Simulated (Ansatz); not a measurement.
## SrCl$_{2}$: strain energy, fitted

SrCl$_{2}$, Fm-3m, a = 6.995 Å. The structure is a COD entry; whether it is the stable form wasn't checked. Ansatz: r2SCAN, PAW, 500 eV, Γ-centred 6×6×4 mesh on 6 atoms, Gaussian smearing 0.02 eV; no spin polarisation. Series: equal strain along all axes, cell held, atoms fixed by symmetry; x is the strain in per cent. y is the free energy over the unstrained cell, V0 = 28.524 Å³/atom.

```tsv
x (%)	y (meV/atom)
-4.5	71.32
-3.0	29.94
-1.5	7.04
0.0	0.00
1.5	6.50
3.0	24.54
4.5	?
```

Q: Fit y = c2 x² + c3 x³ to the other rows, turn c2 into a modulus, and predict the missing energy.

A: Least squares on the rows shown. y = 3.0383 x² − 0.10631 x³. In eV per unit strain² c2 is 30.38; the stiffness is B for this strain (E = 9/2 B V0 ε², shape held): 2 × 30.38 × 160.2 / (9 × 28.524) = 38 GPa. At x = 4.5 the fit asked for gives 51.84 meV/atom. The run gave 52.35 meV/atom, so the fit is 0.51 meV/atom too low, 0.72 % of the span of the series, against an rms of 0.15 meV/atom on the fitted rows. The row lies outside the fitted range. With a term in x⁴ added, a fit to the same known rows predicts 53.12 meV/atom, which misses by about as much or more on the other side: the known rows don't fix the higher terms.

Cost: 7 runs of about 1.9 core-minutes in all, on Arm Neoverse V2 (shared hosts).